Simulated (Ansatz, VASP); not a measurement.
# In3Sb3H10 (InSb wire along [100], 6 atoms a period, H-terminated) in two plane-wave programs

One calculation is typed for both programs; each brings its own data sets. How far apart do they land? The structure shown is the start of the Ansatz relaxation below; VASP solves that cell, so the two are compared at the walk's first step.

Program: Ansatz 0.2.0. Level of theory: plane waves, with VASP 6.6.1 beside it; single point at PBE. Results are calculated unless marked as measured.

### Step 1. Starting point

The cell holds 16 atoms: 3 In, 10 H and 3 Sb. Cell: a = 13.811 Å, b = 13.811 Å, c = 6.630 Å, α = 90.0°, β = 90.0°, γ = 90.0°. Vacuum lies along a and b. The structure's axis is c.

### Step 2. Ansatz: relaxation, PBE

Ansatz runs on its default PAW (the set named soft_2) files.

The two programs are compared at the cell with which this relaxation starts, whose forces are those of its first step.

input.yaml reads:

```yaml
crystal:
  lattice:
    - [13.811, 0.0, 0.0]
    - [0.0, 13.811, 0.0]
    - [0.0, 0.0, 6.63]
  atoms:
    - { symbol: In, position: [0.439350009, 0.439350009, 0.0] }
    - { symbol: H, position: [0.632519437, 0.632519437, 0.097607395] }
    - { symbol: H, position: [0.364939504, 0.364939504, 0.15500505] }
    - { symbol: Sb, position: [0.559363042, 0.559363042, 0.25] }
    - { symbol: H, position: [0.364939504, 0.75378658, 0.34499495] }
    - { symbol: H, position: [0.75378658, 0.364939504, 0.34499495] }
    - { symbol: In, position: [0.439350009, 0.679376075, 0.5] }
    - { symbol: In, position: [0.679376075, 0.439350009, 0.5] }
    - { symbol: H, position: [0.246180581, 0.486206647, 0.597607395] }
    - { symbol: H, position: [0.486206647, 0.246180581, 0.597607395] }
    - { symbol: H, position: [0.513760513, 0.75378658, 0.65500505] }
    - { symbol: H, position: [0.75378658, 0.513760513, 0.65500505] }
    - { symbol: Sb, position: [0.319336976, 0.559363042, 0.75] }
    - { symbol: Sb, position: [0.559363042, 0.319336976, 0.75] }
    - { symbol: H, position: [0.246180581, 0.632519437, 0.902392605] }
    - { symbol: H, position: [0.632519437, 0.246180581, 0.902392605] }
kpoints:
  mp_grid: { grid: [1, 1, 13] }
scf:
  occupations: { method: fermi_dirac, width: 0.05 }
hamiltonian:
  xc: pbe
relax:
  cell: { fix: [a, b, alpha, beta, gamma] }
  max_steps: 60
```

Started as:

```
$ ansatz run input.yaml --threads 4 --pin off --max-ram 16384MiB --backend cpu --events-out ev --progress --plain --runs-dir out
```

Numbers of over 12 decimals in the logs are rounded to 6 here.

What it wrote:

```text
Engine: ansatz 0.2.0, aarch64-unknown-linux-gnu
Pseudopotentials: kind: paw
Pseudopotential: In, paw, valence charge 13, recommended cutoff 420 eV (normal), In.paw.azcp
Pseudopotential: H, paw, valence charge 1, recommended cutoff 420 eV (normal), H.paw.azcp
Pseudopotential: Sb, paw, valence charge 15, recommended cutoff 420 eV (normal), Sb.paw.azcp
Functional definition: PBE
  parameter kappa = 0.804
  parameter beta = 0.066725
  exchange = pbe_x(kappa = kappa, mu = beta*pi^2/3)
  correlation = pbe_c(beta = beta)
Crystal: 16 atoms, lattice volume = 1264.631 Å³
Basis set: ecut = 420 eV, 24659 PW (Γ), exchange–correlation on 192×192×90 points (8 copies of the dense FFT grid, shifted against one another)
Bands: 63, of which v1, the nominal top of the filled ones, is band 47 counted from 1 (46 counted from 0)
Symmetry: 2 space group operations
Space group: Cm (ITA 8), of the structure as read, at distance tolerance 1.1e-4 Å
k-points: 7 of 13 (time reversal used)
Non-local potential: In, projectors of the file, l = 0: 2, l = 1: 2, l = 2: 2, l = 3: 2
Non-local potential: H, projectors of the file, l = 0: 2, l = 1: 1
Non-local potential: Sb, projectors of the file, l = 0: 2, l = 1: 2, l = 2: 2, l = 3: 2
PAW form: soft (Blöchl's): semilocal exchange-correlation on the pseudo side does not see the compensation charge
PAW one-centre angular grid: In, 590 points (default); XC on 64 Gauss nodes
PAW one-centre angular grid: H, 110 points (default); XC on 64 Gauss nodes
PAW one-centre angular grid: Sb, 590 points (default); XC on 64 Gauss nodes
Initial density: superposition of atomic densities (neutral atoms: chi_scale 0, normalization atom), corrected by the library's trained network
Initial wavefunctions: pseudopotential atomic-orbital guess
Functional: x = pbe(κ = 0.804, μ = 0.219515), c = pbe(β = 0.066725)
SCF iter   1: F=—  HF=-36400.988585 eV  |F-HF|=—  |Δ(HF+E_count)|=         —  Δρ=2.37e-3  dr2=2.41e-1  ethr=1.77e-3  ⟨swp⟩=9.3  Hψ=2255  notcnv=0  defer=14
preconditioner: auto → Resta (q_TF=auto, 1.769 Å⁻¹)  ε∞=1.4  [insulator: Δε(μ)=3.019 eV  Ē_g=12.674 eV  σ=0.050 eV  W_gap=1.00  n_scr=118 (ndim 8)  ℏωp=8.4 eV  f_vac=0.688  D(μ)=0.00/eV (n_scr^D=0)  ε∞_Penn≈1.4  vacuum switching on, ρ_ref=1.2e-2 e/Å³]
SCF iter   2: F=—  HF=-36400.917398 eV  |F-HF|=—  |Δ(HF+E_count)|=   7.12e-2  Δρ=8.14e-4  dr2=1.66e-2  ethr=2.56e-4  ⟨swp⟩=3.4  Hψ=706  notcnv=0  defer=57
SCF iter   3: F=—  HF=-36400.918190 eV  |F-HF|=—  |Δ(HF+E_count)|=   7.92e-4  Δρ=3.49e-4  dr2=2.85e-3  ethr=1.77e-5  ⟨swp⟩=2.7  Hψ=751  notcnv=0  defer=57
SCF iter   4: F=—  HF=-36400.919098 eV  |F-HF|=—  |Δ(HF+E_count)|=   9.08e-4  Δρ=1.75e-4  dr2=5.16e-4  ethr=3.03e-6  ⟨swp⟩=2.0  Hψ=447  notcnv=0  defer=57
SCF iter   5: F=—  HF=-36400.919481 eV  |F-HF|=—  |Δ(HF+E_count)|=   3.83e-4  Δρ=3.18e-5  dr2=1.85e-5  ethr=5.49e-7  ⟨swp⟩=2.0  Hψ=484  notcnv=0  defer=57
SCF iter   6: F=—  HF=-36400.919571 eV  |F-HF|=—  |Δ(HF+E_count)|=   9.04e-5  Δρ=1.22e-5  dr2=2.41e-6  ethr=1.97e-8  ⟨swp⟩=2.0  Hψ=665  notcnv=0  defer=57
SCF iter   7: F=—  HF=-36400.919572 eV  |F-HF|=—  |Δ(HF+E_count)|=   8.04e-7  Δρ=3.97e-6  dr2=2.59e-7  ethr=2.57e-9  ⟨swp⟩=3.0  Hψ=713  notcnv=0  defer=57
SCF iter   8: F=-36400.919572 eV  HF=-36400.919572 eV  |F-HF|=1.52e-8  |Δ(HF+E_count)|=   1.87e-7  Δρ=1.02e-6  dr2=1.63e-8  ethr=1.06e-10  ⟨swp⟩=5.0  Hψ=1440  notcnv=0
SCF 1 converged in 8 iterations: F = -36400.919572 eV  dr2 = 1.63e-8
  greatest PAW one-centre occupation: 0.995 electrons in one spin orbital (limit 2), on the Sb atom at site 13 (counted from 0), in its partial waves of l = 2
relax step   1: F+E_penalty+E_count = -36400.91957242 eV  Δ(F+E_penalty+E_count) = +0.000e0 eV  max|allowed force component| = 1.178e0 eV/Å  Δτ_max = 0.0000 Å  P = -0.367 GPa  Ω = 1264.631 Å³  fix = [a, b, alpha, beta, gamma]  reactions: a -0.366, b -0.366 GPa; alpha +0.131, beta +0.131, gamma +0.103 GPa/rad  (8 SCF iters, dr2 threshold 1.00e-7 eV, accepted)
[...]
relax step  18: F+E_penalty+E_count = -36401.72426182 eV  Δ(F+E_penalty+E_count) = +6.936e-4 eV  max|allowed force component| = 8.506e-3 eV/Å  Δτ_max = 0.0271 Å  P = -0.004 GPa  Ω = 1307.563 Å³  energy of the carried Pulay correction = -5.198e-3 eV  fix = [a, b, alpha, beta, gamma]  reactions: a -0.006, b -0.006 GPa; alpha +0.000, beta +0.000, gamma +0.002 GPa/rad  (7 SCF iters, dr2 threshold 6.39e-9 eV, accepted)
[...]
relax step  19: F+E_penalty+E_count = -36401.72399614 eV  Δ(F+E_penalty+E_count) = +2.657e-4 eV  max|allowed force component| = 6.467e-3 eV/Å  Δτ_max = 0.0134 Å  P = -0.003 GPa  Ω = 1310.517 Å³  energy of the carried Pulay correction = -5.549e-3 eV  fix = [a, b, alpha, beta, gamma]  reactions: a -0.003, b -0.003 GPa; alpha +0.001, beta +0.001, gamma +0.001 GPa/rad  (8 SCF iters, accepted)
[...]
relax step  20: F+E_penalty+E_count = -36401.73039292 eV  Δ(F+E_penalty+E_count) = -6.397e-3 eV  max|allowed force component| = 7.197e-3 eV/Å  Δτ_max = 0.0000 Å  P = -0.001 GPa  Ω = 1310.517 Å³  fix = [a, b, alpha, beta, gamma]  reactions: a -0.002, b -0.002 GPa; alpha +0.001, beta +0.001, gamma +0.001 GPa/rad  stress off target by 2.11e-3 GPa on what of the cell is left free  SCF on the basis re-selected at this cell (its energy is not comparable with the rows above)  (7 SCF iters)
basis re-selected at this cell: Δ(F+E_penalty+E_count) = -6.397e-3 eV, ΔP = +0.002 GPa vs the last step (what re-selecting the basis moved, of the pressure what is left beyond the Pulay correction that the steps carried, after the strain that the cell walked since its last selection, with what the two solves' SCF thresholds leave and, on support functions, any second-order correction that the steps lacked; it is no measure of the basis error at this ecutwfc). The dense FFT grid was sized anew with the basis: this SCF ran on 96×96×48 points, the steps before it on 96×96×45, so part of this shift can come from that change (see relax.cell in the input reference). [rest of the remark cut]
SCF converged after 7 iterations
Free energy (F): -36401.730393 eV
Harris-Foulkes:  -36401.730393 eV  (|F-HF|=8.73e-11)
Internal energy: -36401.730393 eV  (E = F + TS)
E sigma→0 (E₀):  -36401.730393 eV
Fermi energy:    -2.257175 eV
--- Per-component energies (eV) ---
  E_band       = -1688.432663
  E_kinetic    = 1475.715852
  E_local      = -27743.653350  (includes V_loc(G=0)·N_el)
  E_nonlocal   = 2206.099077
  E_hartree    = 12738.405380
  E_xc         = -1143.040255
  E_vxc        = -691.789738  (∫ρ·V_xc dr)
  E_paw        = -26202.291671  (= ΣΔE_a)
  E_vpaw       = -2411.604038  (= ΣTr[D̂ρ^β])
  E_aug_tail   = -0.011198  (compensation charges beyond the density's cutoff)
  E_ewald      = 2267.045772
  E_smearing   = -0.000000  (= −TS)
  E_closure    = 0.000000  (closes the sum)
  Σ components = -36401.730393   (vs F -36401.730393, Δ=0.00e0)
--- Forces (eV/Å), atoms counted from 1 ---
  atom   1  In    -0.00005046    -0.00005046    -0.00292897
  atom   2  H      0.00239264     0.00239264    -0.00184215
  atom   3  H     -0.00151353    -0.00151353     0.00024215
  atom   4  Sb    -0.00240200    -0.00240200     0.00384883
  atom   5  H      0.00041306     0.00035324    -0.00120519
  atom   6  H      0.00035324     0.00041306    -0.00120519
  atom   7  In     0.00142466     0.00184577     0.00319409
  atom   8  In     0.00184577     0.00142466     0.00319409
  atom   9  H      0.00306964     0.00404590     0.00303380
  atom  10  H      0.00404590     0.00306964     0.00303380
  atom  11  H     -0.00255931    -0.00315011    -0.00212824
  atom  12  H     -0.00315011    -0.00255931    -0.00212824
  atom  13  Sb    -0.00719726     0.00200976    -0.00085744
  atom  14  Sb     0.00200976    -0.00719726    -0.00085744
  atom  15  H      0.00366871    -0.00234989    -0.00169666
  atom  16  H     -0.00234989     0.00366871    -0.00169666
  max |Σ_I F_I| component: 8.09e-7 eV/Å
--- Stress (GPa, compression-positive) ---
       -0.001841      -0.001476      -0.001126
       -0.001476      -0.001841      -0.001126
       -0.001126      -0.001126       0.002107
  P = ⅓ Tr σ = -0.0005 GPa (-0.005 kbar)
--- Relaxed structure (19 steps of the walk, 18 accepted, 1 SCFs on fresh bases) ---
  F+E_penalty+E_count = -36401.73039292 eV   max|allowed force component| = 7.197e-3 eV/Å   (the final SCF, on the basis selected at the relaxed cell)
  cell:  # Å, volume = 1310.5167 Å³
    - [13.811, 0, 0]
    - [0, 13.811, 0]
    - [0, 0, 6.870563]
  atoms:
    - { symbol: In, position: [0.432713, 0.432713, 0.029528] }
    - { symbol: H, position: [0.610113, 0.610113, 0.116186] }
    - { symbol: H, position: [0.350725, 0.350725, 0.127527] }
    - { symbol: Sb, position: [0.545847, 0.545847, 0.286206] }
    - { symbol: H, position: [0.339933, 0.729153, 0.318006] }
    - { symbol: H, position: [0.729153, 0.339933, 0.318006] }
    - { symbol: In, position: [0.433365, 0.696370, 0.472750] }
    - { symbol: In, position: [0.696370, 0.433365, 0.472750] }
    - { symbol: H, position: [0.254356, 0.503925, 0.652038] }
    - { symbol: H, position: [0.503925, 0.254356, 0.652038] }
    - { symbol: H, position: [0.509950, 0.769222, 0.607831] }
    - { symbol: H, position: [0.769222, 0.509950, 0.607831] }
    - { symbol: Sb, position: [0.344342, 0.568559, 0.763977] }
    - { symbol: Sb, position: [0.568559, 0.344342, 0.763977] }
    - { symbol: H, position: [0.267571, 0.634814, 0.906980] }
    - { symbol: H, position: [0.634814, 0.267571, 0.906980] }
```

In the SCF lines HF is the Harris–Foulkes energy and dr2 the Hartree energy of the density residual, in eV; the loop may stop once dr2 is under the threshold and the program's other checks hold. Hψ counts applications of the Hamiltonian.

[end of part 1 of 2]

[Lines on the potential files, build, host, timing and source positions are cut from VASP's logs without a mark.]

[Logs are printed without paths, hosts, clocks, repeated set-up lines and the standing remarks that a program may print on its own settings, such as how far it seeks lower states.]

[Hosts, paths, dates, database ids (printed as entryN), source tags and the programs' standing remarks are cut or masked in the printed files.]
